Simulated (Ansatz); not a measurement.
# Zr₃N₄: 91Zr NMR of the central transition

Cell: a structure deposited in the COD, its atoms then relaxed with PBE in this cell.

Space group I-43d (No. 220); a = 6.7400 Å.

```csv
site,Wyckoff,site symmetry,x,y,z
Zr,12a,-4..,0.3750,0.0000,0.2500
N,16c,.3.,0.0687,0.0687,0.0687
```

One atom of each set is listed; the run and its k-mesh use a cell of 14 atoms with edges of 5.84, 5.84, 5.84 Å.

Method: Kohn–Sham DFT in Ansatz, PBE, plane waves and PAW, scalar-relativistic, 420 eV cutoff, Γ-centred 6×6×6 k-points, Fermi–Dirac smearing 0.02 eV.

91Zr has I = 5/2 and Q = -176.0 mb (Pyykkö 2018); at 9.4 T its Larmor frequency is ν₀ = 37.4 MHz. Only the quadrupole interaction is simulated: positions count from each site's isotropic chemical shift, and shift anisotropy, dipolar and J coupling are left out.

Problem. Simulate the second-order pattern (static powder, Gaussian broadening 50 kHz) of site Zr (8 N at 2.23–2.44 Å).

Solution. The calculation gives C_Q = -42.5 MHz and η = 0.00, so ν_Q = 6.37 MHz and the centre of gravity lies at -7758 ppm (-290 kHz).

(offset (kHz), height): (-1065.1, 0), (-1021.3, 4), (-977.6, 67), (-933.8, 100), (-890.0, 64), (-846.2, 50), (-802.4, 42), (-758.6, 38), (-714.9, 35), (-671.1, 33), (-627.3, 31), (-583.5, 29), (-539.7, 29), (-496.0, 27), (-452.2, 27), (-408.4, 26), (-364.6, 26), (-320.8, 25), (-277.0, 25), (-233.3, 25), (-189.5, 24), (-145.7, 25), (-101.9, 24), (-58.1, 25), (-14.3, 23), (29.4, 19), (73.2, 19), (117.0, 20), (160.8, 21), (204.6, 22), (248.3, 23), (292.1, 25), (335.9, 27), (379.7, 30), (423.5, 35), (467.3, 45), (511.0, 71), (554.8, 47), (598.6, 3), (642.4, 0)

An axis of threefold or higher order runs through Zr, so V_zz lies along it and η is zero.

With ν_Q/ν₀ up to 0.17, terms beyond second order are no longer negligible.

Without spin–orbit coupling (the program notes it for Zr) the gradients can shift somewhat, as the gap is small.
